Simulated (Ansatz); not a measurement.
**Bands, cutoff and cost in G0W0 for TiO2 (C2/m)**

Aim: see how the G0W0 gap of TiO2 (C2/m) on LDA moves with empty bands and screening cutoff, and what each rung costs.

Program: Ansatz 0.2.0. Level of theory: G0W0 on LDA, plane waves, PAW; PAW set soft_1. Results are calculated unless marked as measured.

**1. The starting structure**

The structure is monoclinic, space group C2/m (No. 12). Conventional cell: a = 12.307 Å, b = 3.767 Å, c = 6.616 Å, α = 90.00°, β = 106.95°, γ = 90.00°. Ti has 5 O at 1.78 to 2.03 Å nearest. Nearest to Ti lie 6 O at 1.86 to 2.16 Å. O has 3 Ti at 1.86 to 2.16 Å nearest. O has 3 Ti at 1.94 to 2.03 Å nearest. Nearest to O lie 2 Ti at 1.78 to 1.87 Å. Nearest to O lie 3 Ti at 1.96 to 2.16 Å. Farther neighbours and most contacts between anions are not listed.

The cell and positions are those that the Materials Project relaxed with its own functionals (PBE, PBE+U or r2SCAN), kept fixed. This is not the form that TiO2 usually takes at ambient conditions.

**2. 132 empty bands, screening to 54 eV**

G0W0 replaces the xc potential by the self-energy, built once from these orbitals. Only a window of levels is corrected, while the sums run over the empty bands that the input names. This step takes PAW set soft_1 files.

The input, input.yaml:

```yaml
crystal:
  lattice:
    - [6.1535771931, -1.8834685, 0.0]
    - [6.1535771931, 1.8834685, 0.0]
    - [-1.9283261078, 0.0, 6.3289668713]
  atoms:
    - { symbol: Ti, position: [0.804714, 0.804714, 0.716238] }
    - { symbol: Ti, position: [0.099929, 0.099929, 0.710398] }
    - { symbol: Ti, position: [0.195286, 0.195286, 0.283762] }
    - { symbol: Ti, position: [0.900071, 0.900071, 0.289602] }
    - { symbol: O, position: [0.0583525, 0.0583525, 0.369979] }
    - { symbol: O, position: [0.638069, 0.638069, 0.706603] }
    - { symbol: O, position: [0.1328115, 0.1328115, 0.004709] }
    - { symbol: O, position: [0.9416475, 0.9416475, 0.630021] }
    - { symbol: O, position: [0.7365115, 0.7365115, 0.3475] }
    - { symbol: O, position: [0.8671885, 0.8671885, 0.995291] }
    - { symbol: O, position: [0.2634885, 0.2634885, 0.6525] }
    - { symbol: O, position: [0.361931, 0.361931, 0.293397] }
kpoints:
  mp_grid: { grid: [4, 4, 2] }
hamiltonian:
  xc: lda
  pseudopotentials: { kind: paw, azcp: { folder: soft_1 }, xc_functional: pbe }
scf:
  occupations: { method: fixed }
gw:
  n_empty_bands: 132
  ecut_chi: 54
  qp_bands: [v4, c4]
  qp_kpoints: band_edges
  screening: { model: contour_deformation }
```

Run with:

```sh
> ansatz run input.yaml --threads 3 --pin off --max-ram 92160MiB --backend cuda --events-out ev --progress --plain --runs-dir out --devices 1 --max-vram 13GiB
```

Numbers of over 12 decimals in the logs are rounded to 6 here.

The log of the run:

```text
GPUs: using 1 of 1 available (devices: 1).
Engine: ansatz 0.2.0, x86_64-unknown-linux-gnu
Pseudopotentials: kind: paw
Pseudopotential: Ti, paw, valence charge 12, recommended cutoff 420 eV (normal), soft_1/Ti.paw.azcp
Pseudopotential: O, paw, valence charge 6, recommended cutoff 420 eV (normal), soft_1/O.paw.azcp
Functional definition: SPW92
  exchange = slater_x
  correlation = pw_c
device memory: the entry about to start is reckoned to put 4.1 GiB on a device that reports 56.4 GiB free (of which the cap on the GPU budget leaves the run 13.0 GiB)
GPU FFT provider: cuFFT
GPU libraries: cuBLAS 13.8.2, cuFFT 12.4.0, cuSOLVER 12.3.4
Crystal: 12 atoms, lattice volume = 146.706 Å³
Basis set: ecut = 420 eV, 2869 PW (Γ)
Bands: 60, of which v1, the nominal top of the filled ones, is band 48 counted from 1 (47 counted from 0)
Symmetry: 4 space group operations
Space group: C2/m (ITA 12), of the structure as read, at distance tolerance 5.3e-5 Å
k-points: 14 of 32
Non-local potential: Ti, projectors of the file, l = 0: 3, l = 1: 2, l = 2: 3, l = 3: 1
Non-local potential: O, projectors of the file, l = 0: 2, l = 1: 2, l = 2: 1
PAW form: soft (Blöchl's): semilocal exchange-correlation on the pseudo side does not see the compensation charge
PAW frozen core: Ti, regenerated for the run's functional, and the local potential with it (the file was generated under x = pbe(κ = 0.804, μ = 0.219515), c = pbe(β = 0.066725))
PAW frozen core: O, regenerated for the run's functional, and the local potential with it (the file was generated under x = pbe(κ = 0.804, μ = 0.219515), c = pbe(β = 0.066725))
PAW one-centre angular grid: Ti, 590 points (default); XC on 64 Gauss nodes
PAW one-centre angular grid: O, 110 points (default); XC on 64 Gauss nodes
Initial density: superposition of atomic densities (chi_scale 0.1, normalization cell, long waves kept (reshape's long-wave potential 0.08 eV rms))
Initial wavefunctions: pseudopotential atomic-orbital guess
GPU buffer pool allocated for 91125 grid points (all kernels)
GPU transforms: local potential and band sums: pruned to the plane-wave sphere, on 45×45×45
Functional: x = slater, c = lda
SCF iter   1: F=—  HF=-14261.510676 eV  |F-HF|=—  |Δ(HF+E_count)|=         —  Δρ=4.91e-2  dr2=4.29e0  ethr=3.10e-3  ⟨swp⟩=3.0  Hψ=2512  notcnv=0  defer=84
preconditioner: auto → Resta (q_TF=auto, 2.542 Å⁻¹)  ε∞=7.6  [insulator: Δε(μ)=2.475 eV  Ē_g=9.531 eV  n_scr=44 (ndim 8)  ℏωp=24.5 eV  f_vac=0.045  ε∞_Penn≈7.6]
SCF iter   2: F=—  HF=-14260.951382 eV  |F-HF|=—  |Δ(HF+E_count)|=   5.59e-1  Δρ=2.95e-2  dr2=1.47e0  ethr=3.10e-3  ⟨swp⟩=3.0  Hψ=1473  notcnv=0  defer=110
SCF iter   3: F=—  HF=-14260.729558 eV  |F-HF|=—  |Δ(HF+E_count)|=   2.22e-1  Δρ=2.35e-2  dr2=1.04e0  ethr=1.53e-3  ⟨swp⟩=2.6  Hψ=1223  notcnv=0  defer=123
SCF iter   4: F=—  HF=-14260.539990 eV  |F-HF|=—  |Δ(HF+E_count)|=   1.90e-1  Δρ=4.88e-3  dr2=5.80e-2  ethr=1.08e-3  ⟨swp⟩=2.9  Hψ=1451  notcnv=0  defer=103
SCF iter   5: F=—  HF=-14260.540407 eV  |F-HF|=—  |Δ(HF+E_count)|=   4.17e-4  Δρ=4.18e-3  dr2=2.88e-2  ethr=6.04e-5  ⟨swp⟩=2.0  Hψ=1129  notcnv=0  defer=139
SCF iter   6: F=—  HF=-14260.538991 eV  |F-HF|=—  |Δ(HF+E_count)|=   1.42e-3  Δρ=2.00e-3  dr2=6.51e-3  ethr=3.00e-5  ⟨swp⟩=2.0  Hψ=1235  notcnv=0  defer=140
SCF iter   7: F=—  HF=-14260.539711 eV  |F-HF|=—  |Δ(HF+E_count)|=   7.19e-4  Δρ=1.17e-3  dr2=2.40e-3  ethr=6.78e-6  ⟨swp⟩=2.1  Hψ=1158  notcnv=0  defer=140
SCF iter   8: F=—  HF=-14260.539788 eV  |F-HF|=—  |Δ(HF+E_count)|=   7.76e-5  Δρ=3.59e-4  dr2=2.73e-4  ethr=2.50e-6  ⟨swp⟩=2.0  Hψ=1145  notcnv=0  defer=140
SCF iter   9: F=—  HF=-14260.539984 eV  |F-HF|=—  |Δ(HF+E_count)|=   1.96e-4  Δρ=2.71e-4  dr2=1.49e-4  ethr=2.85e-7  ⟨swp⟩=2.0  Hψ=1141  notcnv=0  defer=140
SCF iter  10: F=—  HF=-14260.539984 eV  |F-HF|=—  |Δ(HF+E_count)|=   2.98e-7  Δρ=8.16e-5  dr2=1.53e-5  ethr=1.55e-7  ⟨swp⟩=2.0  Hψ=1123  notcnv=0  defer=121
SCF iter  11: F=—  HF=-14260.539991 eV  |F-HF|=—  |Δ(HF+E_count)|=   6.55e-6  Δρ=2.80e-5  dr2=1.61e-6  ethr=1.59e-8  ⟨swp⟩=2.0  Hψ=1156  notcnv=0  defer=77
SCF iter  12: F=—  HF=-14260.539991 eV  |F-HF|=—  |Δ(HF+E_count)|=   4.04e-7  Δρ=8.59e-6  dr2=1.36e-7  ethr=1.67e-9  ⟨swp⟩=2.0  Hψ=1115  notcnv=0  defer=77
SCF iter  13: F=-14260.539991 eV  HF=-14260.539991 eV  |F-HF|=5.42e-8  |Δ(HF+E_count)|=   1.94e-8  Δρ=7.27e-6  dr2=7.18e-8  ethr=1.04e-10  ⟨swp⟩=10.8  Hψ=2720  notcnv=0
SCF 1 converged in 13 iterations: F = -14260.539991 eV  dr2 = 7.18e-8
  greatest PAW one-centre occupation: 0.998 electrons in one spin orbital (limit 2), on the Ti atom at site 2 (counted from 0), in its partial waves of l = 0
device memory: the entry about to start is reckoned to put 5.1 GiB (of the 5.2 GiB reckoned in all, the device holds 0.1 GiB already) on a device that reports 56.9 GiB free (of which the cap on the GPU budget leaves the run 13.0 GiB)
NSCF: frozen V_eff on 14 k-points
the band table was solved once the SCF had ended and its energy, with any forces and stress, was formed, with the checks that follow a solve (3221 applications of the Hamiltonian). They found nothing against the state; the energy, forces and stress were not computed again (output.eigenvalues in the input reference)
[...]
`?` marks the rows in doubt; gw_qp.tsv's column doubts and the gw_qp event give each row's grounds
    ik  band        ε_KS         Σx   Σc(E_QP)       V_xc       Z   E_QP_lin       E_QP  E_QP is
     0    45      4.9480   -25.3036     4.8351   -20.6153  0.7141     5.0943     5.0947  root
     0    46      4.9508   -25.1613     4.6804   -20.6140  0.7169     5.0836     5.0839  root
     0    47      5.3526   -25.7201     4.8311   -21.0502  0.7225     5.5133     5.5138  root
     0    48      5.5265   -25.1870     4.8691   -20.4297  0.7142     5.6382     5.6384  root
     0    49      8.3706   -13.2929    -6.4699   -21.8129  0.7254    10.5305    10.4207  root ?
     0    50      8.7215   -13.6882    -6.5434   -22.2781  0.7193    10.8903    10.7681  root ?
     0    51      8.9700   -14.0532    -6.1430   -22.2180  0.7218    11.1060    10.9918  root ?
     0    52      8.9740   -14.1756    -6.4991   -22.7479  0.7186    11.1725    11.0472  root ?
     1    45      5.0058   -25.0214     4.8529   -20.2568  0.7078     5.0939     5.0941  root
     1    46      5.0411   -25.9150     4.5129   -21.6785  0.7258     5.3162     5.3176  root
     1    47      5.1131   -25.1702     4.9571   -20.3169  0.7116     5.2166     5.2168  root
     1    48      5.2716   -25.4154     4.7988   -20.7734  0.7199     5.4279     5.4284  root
     1    49      8.4865   -13.8282    -6.0911   -21.9107  0.7261    10.5785    10.4778  root ?
     1    50      8.7498   -13.6294    -6.3960   -22.0176  0.7198    10.8546    10.7419  root ?
     1    51      8.9130   -13.7439    -6.3831   -22.1205  0.7187    11.0205    10.9065  root ?
     1    52      9.0381   -13.7307    -6.9666   -22.8176  0.7125    11.3028    11.1585  root ?
     2    45      5.1143   -25.4829     4.7783   -20.8540  0.7208     5.2633     5.2637  root
     2    46      5.1883   -25.4853     4.7885   -20.8393  0.7228     5.3304     5.3307  root
     2    47      5.5056   -25.5866     4.8227   -20.9130  0.7176     5.6543     5.6548  root
     2    48      5.5826   -25.1945     4.7005   -20.6475  0.7150     5.7356     5.7360  root
     2    49      8.7650   -13.8178    -6.3393   -22.2115  0.7238    10.9365    10.8194  root ?
     2    50      8.8139   -13.6917    -6.4000   -22.1093  0.7209    10.9491    10.8317  root ?
     2    51      8.9725   -14.0010    -6.4314   -22.4713  0.7183    11.1313    11.0115  root ?
     2    52      9.0683   -14.0544    -6.4606   -22.5416  0.7143    11.2221    11.0950  root ?
     3    45      5.0834   -25.4915     4.8697   -20.7252  0.7189     5.1866     5.1869  root
     3    46      5.2103   -25.5145     4.7835   -20.8726  0.7206     5.3515     5.3519  root
     3    47      5.4639   -25.0589     4.7003   -20.5097  0.7131     5.6146     5.6150  root
     3    48      5.5634   -25.3787     4.7259   -20.8135  0.7186     5.7236     5.7241  root
     3    49      8.6884   -13.3081    -6.5160   -21.8627  0.7227    10.8439    10.7270  root ?
     3    50      8.8630   -13.8235    -6.4468   -22.3118  0.7210    11.0245    10.9044  root ?
     3    51      8.9174   -14.0183    -6.3615   -22.4141  0.7187    11.0691    10.9517  root ?
     3    52      8.9851   -13.7406    -6.7337   -22.5636  0.7159    11.2081    11.0743  root ?
     4    45      4.8380   -24.9459     4.6879   -20.4062  0.7144     4.9858     4.9862  root
     4    46      5.2376   -25.7354     4.8620   -21.0087  0.7237     5.3726     5.3730  root
     4    47      5.4905   -25.1327     4.7154   -20.5615  0.7146     5.6343     5.6347  root
     4    48      5.5758   -25.1844     4.7026   -20.6339  0.7153     5.7274     5.7278  root
     4    49      8.7627   -13.8065    -6.4737   -22.3614  0.7211    10.9686    10.8438  root ?
     4    50      8.8065   -13.8235    -6.2844   -22.1328  0.7226    10.9472    10.8313  root ?
     4    51      9.2441   -14.1687    -6.7566   -23.0052  0.7102    11.4647    11.3241  root ?
     4    52      9.2968   -14.1411    -6.6453   -22.8412  0.7119    11.4897    11.3517  root ?
     5    45      5.0258   -25.2883     4.7992   -20.6121  0.7189     5.1486     5.1489  root
     5    46      5.1901   -25.5153     4.8008   -20.8474  0.7184     5.3226     5.3229  root
     5    47      5.6084   -25.1725     4.7243   -20.5967  0.7159     5.7564     5.7568  root
     5    48      5.6941   -25.3982     4.7592   -20.7872  0.7179     5.8419     5.8423  root
     5    49      8.7971   -13.4267    -6.7672   -22.2875  0.7185    11.0235    10.8906  root ?
     5    50      8.8526   -13.7239    -6.6346   -22.4386  0.7180    11.0649    10.9327  root ?
     5    51      9.0951   -14.0914    -6.6191   -22.7898  0.7141    11.3063    11.1745  root ?
     5    52      9.3115   -14.1001    -6.8145   -22.9970  0.7101    11.5383    11.3939  root ?
[...]
12    45      4.8243   -25.2021     4.9609   -20.3280  0.7132     4.9110     4.9112  root
    12    46      5.0742   -25.5562     4.6211   -21.1452  0.7228     5.2835     5.2843  root
    12    47      5.3171   -25.4518     4.8068   -20.7921  0.7191     5.4638     5.4642  root
    12    48      5.5888   -25.3728     4.8090   -20.7032  0.7165     5.7279     5.7283  root
    12    49      8.5142   -13.3565    -6.6468   -22.0819  0.7223    10.7124    10.5928  root ?
    12    50      8.5620   -13.3476    -6.6825   -22.1026  0.7208    10.7560    10.6345  root ?
    12    51      9.0677   -13.9472    -6.1210   -22.0223  0.7205    11.1313    11.0217  root ?
    12    52      9.1418   -13.5915    -6.9653   -22.6136  0.7099    11.3348    11.1986  root ?
    13    45      4.8602   -25.2992     4.9998   -20.3906  0.7164     4.9513     4.9516  root
    13    46      5.2934   -25.8280     4.5809   -21.4823  0.7253     5.5276     5.5285  root
    13    47      5.4852   -25.1553     4.8470   -20.4217  0.7137     5.5984     5.5986  root
    13    48      5.5096   -25.6085     4.7952   -20.9782  0.7190     5.6741     5.6746  root
    13    49      8.6306   -13.5954    -6.3007   -21.8942  0.7232    10.7370    10.6287  root ?
    13    50      8.7454   -13.6158    -6.7331   -22.4204  0.7171    10.9455    10.8170  root ?
    13    51      8.8792   -13.3503    -6.7694   -22.1617  0.7162    11.0495    10.9213  root ?
    13    52      9.0433   -13.6137    -6.6022   -22.2536  0.7161    11.2075    11.0811  root ?
[key lines of the parts left out:]
SCF converged after 13 iterations
Free energy (F): -14260.539991 eV
Fermi energy:    5.701943 eV
```

Elapsed: 12 s, on 1 × NVIDIA H100 80GB HBM3 (shared by 6 runs) with 3 threads of AMD EPYC 7R13 (Zen 3), shared host; peak memory 1.2 GiB; 16 s of CPU time.

Reading the cycles: dr2 is the Hartree energy of the density residual (eV), the measure of convergence; HF is the Harris–Foulkes estimate of the energy, which meets the free energy F at convergence.

Numbers from this step:

* bands summed: 180
* RPA ε∞ on this mesh (eigenvalues): 5.997, 6.237, 6.394
* plane waves in the screening matrix: 133
* q-points in the mesh: 32
* G0W0 gap on the mesh: 4.557 eV
* k of the valence top: 0.25, -0.25, -0.5
* k of the conduction bottom: 0, 0, 0
* starting gap on the mesh: 2.669 eV
* Z at the valence top: 0.7168
* Z at the conduction bottom: 0.7254
* least direct G0W0 gap on the computed points: 4.782 eV

The gap on the mesh goes from 2.67 eV to 4.56 eV, a correction of +1.89 eV. The program marks an edge row as in doubt. Between the two edge states, bare exchange in place of the xc potential would open the gap by 13.05 eV, and correlation takes back 11.17 eV.

**3. 373 empty bands, screening to 108 eV**

Bands and screening cutoff are moved together, since each hides the error of the other.

Edit input.yaml of step 2 so:

```diff
@@ -26,4 +26,4 @@
 gw:
-  n_empty_bands: 132
-  ecut_chi: 54
+  n_empty_bands: 373
+  ecut_chi: 108
   qp_bands: [v4, c4]
```

The log of the run:

```text
GPUs: using 1 of 1 available (devices: 1).
[...]
GPU FFT provider: cuFFT
GPU libraries: cuBLAS 13.8.2, cuFFT 12.4.0, cuSOLVER 12.3.4
Crystal: 12 atoms, lattice volume = 146.706 Å³
Basis set: ecut = 420 eV, 2869 PW (Γ)
Bands: 60, of which v1, the nominal top of the filled ones, is band 48 counted from 1 (47 counted from 0)
Symmetry: 4 space group operations
[...]
k-points: 14 of 32
[...]
GPU buffer pool allocated for 91125 grid points (all kernels)
[...]
SCF iter   1: F=—  HF=-14261.510676 eV  |F-HF|=—  |Δ(HF+E_count)|=         —  Δρ=4.91e-2  dr2=4.29e0  ethr=3.10e-3  ⟨swp⟩=3.0  Hψ=2512  notcnv=0  defer=84
[...]
SCF iter  13: F=-14260.539991 eV  HF=-14260.539991 eV  |F-HF|=5.42e-8  |Δ(HF+E_count)|=   1.94e-8  Δρ=7.27e-6  dr2=7.18e-8  ethr=1.04e-10  ⟨swp⟩=10.8  Hψ=2720  notcnv=0
SCF 1 converged in 13 iterations: F = -14260.539991 eV  dr2 = 7.18e-8
[...]
NSCF: frozen V_eff on 14 k-points
[...]
G₀W₀ screening: q 1/14
[... further progress lines ...]
[...]
SCF converged after 13 iterations
Free energy (F): -14260.539991 eV
[...]
Internal energy: -14260.539991 eV  (E = F + TS)
E sigma→0 (E₀):  -14260.539991 eV
Fermi energy:    5.701943 eV
[...]
--- Band table (eV; the first three rows and the last of 14) ---
  k-point 0: bands = [... 44 lower, 4.9480, 4.9508, 5.3526, 5.5265, 8.3706, 8.7215, 8.9700, 8.9740, ... 8 higher]
  k-point 1: bands = [... 44 lower, 5.0058, 5.0411, 5.1131, 5.2716, 8.4865, 8.7498, 8.9130, 9.0381, ... 8 higher]
  k-point 2: bands = [... 44 lower, 5.1143, 5.1883, 5.5056, 5.5826, 8.7650, 8.8139, 8.9725, 9.0683, ... 8 higher]
  k-point 13: bands = [... 44 lower, 4.8602, 5.2934, 5.4852, 5.5096, 8.6306, 8.7454, 8.8792, 9.0433, ... 8 higher]
[...]
0    45      4.9480   -25.3036     4.5967   -20.6153  0.7066     4.8562     4.8563  root
     0    46      4.9508   -25.1613     4.4385   -20.6140  0.7097     4.8418     4.8421  root
     0    47      5.3526   -25.7201     4.5803   -21.0502  0.7145     5.2629     5.2631  root
     0    48      5.5265   -25.1870     4.6475   -20.4297  0.7056     5.4166     5.4169  root
     0    49      8.3706   -13.2929    -6.9011   -21.8129  0.7193    10.0520     9.9895  root
     0    50      8.7215   -13.6882    -6.9716   -22.2781  0.7129    10.4083    10.3399  root
     0    51      8.9700   -14.0532    -6.5623   -22.2180  0.7153    10.6374    10.5725  root
     0    52      8.9740   -14.1756    -6.9262   -22.7479  0.7121    10.6912    10.6201  root
[...]
13    49      8.6306   -13.5954    -6.7217   -21.8942  0.7168    10.2689    10.2077  root
    13    50      8.7454   -13.6158    -7.1684   -22.4204  0.7107    10.4531    10.3816  root
    13    51      8.8792   -13.3503    -7.1985   -22.1617  0.7098    10.5631    10.4921  root
    13    52      9.0433   -13.6137    -7.0224   -22.2536  0.7098    10.7324    10.6608  root
```

Wall time 20 s (1 × NVIDIA H100 80GB HBM3 (shared by 6 runs) with 3 threads); peak memory 1.7 GiB; 33 s of CPU time.

Numbers from this step:

- bands summed: 421
- RPA ε∞ on this mesh (eigenvalues): 5.916, 6.176, 6.275
- plane waves in the screening matrix: 375
- q-points in the mesh: 32
- G0W0 gap on the mesh: 4.362 eV
- k of the valence top: 0.25, -0.25, -0.5
- k of the conduction bottom: 0, 0, 0
- starting gap on the mesh: 2.669 eV
- Z at the valence top: 0.7083
- Z at the conduction bottom: 0.7193
- least direct G0W0 gap on the computed points: 4.573 eV

Against the run with 4×4×2 mesh, 132 empty bands, screening to 54 eV, PAW set soft_1 files, the gap moves by −0.19 eV.

**4. 804 empty bands, screening to 180 eV**

Edit input.yaml of step 3 so:

```diff
@@ -26,4 +26,4 @@
 gw:
-  n_empty_bands: 373
-  ecut_chi: 108
+  n_empty_bands: 804
+  ecut_chi: 180.0
   qp_bands: [v4, c4]
```

The log of the run:

```text
GPUs: using 1 of 1 available (devices: 1).
[...]
GPU FFT provider: cuFFT
GPU libraries: cuBLAS 13.8.2, cuFFT 12.4.0, cuSOLVER 12.3.4
Crystal: 12 atoms, lattice volume = 146.706 Å³
Basis set: ecut = 420 eV, 2869 PW (Γ)
Bands: 60, of which v1, the nominal top of the filled ones, is band 48 counted from 1 (47 counted from 0)
Symmetry: 4 space group operations
[...]
k-points: 14 of 32
[...]
0    52      8.9740   -14.1756    -7.1433   -22.7479  0.7085    10.4546    10.4030  root
[...]
13    49      8.6306   -13.5954    -6.9280   -21.8942  0.7132    10.0460    10.0014  root
    13    50      8.7454   -13.6158    -7.3780   -22.4204  0.7070    10.2243    10.1721  root
    13    51      8.8792   -13.3503    -7.4030   -22.1617  0.7062    10.3395    10.2876  root
    13    52      9.0433   -13.6137    -7.2339   -22.2536  0.7062    10.5015    10.4494  root
[key lines of the parts left out:]
SCF converged after 13 iterations
Free energy (F): -14260.539991 eV
Fermi energy:    5.701943 eV
```

Wall time 93 s (1 × NVIDIA H100 80GB HBM3 (shared by 6 runs) with 3 threads); peak memory 3.1 GiB.

Numbers from this step:

| Item | Value |
| --- | --- |
| bands summed | 852 |
| RPA ε∞ on this mesh (eigenvalues) | 5.870, 6.107, 6.237 |
| plane waves in the screening matrix | 797 |
| G0W0 gap on the mesh | 4.381 eV |
| k of the valence top | 0.25, -0.25, -0.5 |
| k of the conduction bottom | 0, 0, 0 |
| starting gap on the mesh | 2.669 eV |
| least direct G0W0 gap on the computed points | 4.583 eV |

Against the run with 4×4×2 mesh, 373 empty bands, screening to 108 eV, PAW set soft_1 files, the gap moves by +0.018 eV.

(Continued in part 2 of 2.)

[Paths, hosts, dates, memory and timing lines, banners, echoed tables and standing remarks are left out of the program output.]

[Logs are printed without paths, hosts, clocks, repeated set-up lines and the standing remarks that a program may print on its own settings, such as how far it seeks lower states.]

[Runs of the session that timed out or met a known fault of the program may be left out.]

[Cells called generated may have been cut or substituted from an entry of the Crystallography Open Database or the Materials Project.]

[Hosts, paths, dates, database ids (printed as entryN), source tags and the programs' standing remarks are cut or masked in the printed files.]
